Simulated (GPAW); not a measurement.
Runs of GPAW 26.7.0 on GaN. It takes space group F-43m (No. 216, cubic). The conventional cell has a = 4.507 Å, b = 4.507 Å, c = 4.507 Å, α = 90.00°, β = 90.00°, γ = 90.00°. Ga (site symmetry -43m) is surrounded by 4 N at 1.95 Å. N (site symmetry -43m) is surrounded by 4 Ga at 1.95 Å. The cell is a database's computed one.

```tsv
task	level	potentials or basis	k mesh	cutoff (eV)	smearing	response ecut	maxiter	response k mesh	response bands	kernels	gap on the mesh (eV)	pressure (GPa)
dielectric tensor	PBE	GPAW PAW data sets (gpaw-data 1.2.1), pw	8 × 8 × 8	600	fermi-dirac 0.001 eV	80 eV	150	26 × 26 × 26	24	["RPA"]	1.80	-
dielectric tensor	AM05	PAW data sets generated in the run's folder for this functional, pw	8 × 8 × 8	600	fermi-dirac 0.001 eV	80 eV	150	26 × 26 × 26	24	["RPA"]	1.84	-
single point	PBE	GPAW PAW data sets (gpaw-data 1.2.1), pw	8 × 8 × 8	600	fermi-dirac 0.05 eV	-	120	-	-	-	1.80	(a)
single point	PBE	GPAW PAW data sets (gpaw-data 1.2.1), pw	8 × 8 × 8	650	fermi-dirac 0.05 eV	-	120	-	-	-	1.83	9.6
dielectric tensor	RPBE	the program's PAW data sets (release 1.2.1) made for this functional, pw	8 × 8 × 8	600	fermi-dirac 0.001 eV	80 eV	150	26 × 26 × 26	24	["RPA"]	1.83	-
dielectric tensor	PBEsol	PAW data sets generated in the run's folder for this functional, pw	8 × 8 × 8	600	fermi-dirac 0.001 eV	80 eV	150	26 × 26 × 26	24	["RPA"]	1.76	-
dielectric tensor	LDA	the program's PAW data sets (release 1.2.1) made for this functional, pw	8 × 8 × 8	600	fermi-dirac 0.001 eV	80 eV	150	26 × 26 × 26	24	["RPA"]	1.84	-
```

Alike in all rows: no spin polarisation; cell as given.

Question: Estimate the missing entries.

Answer: (a) 7.0.

Caveats: the long-wavelength limit can be off by a per cent or two (some runs); the cutoff is short for stress and forces, so pressures can be off by a GPa or more (some runs).

A k mesh can miss the band edges, and the runs leave out spin-orbit coupling on Ga.
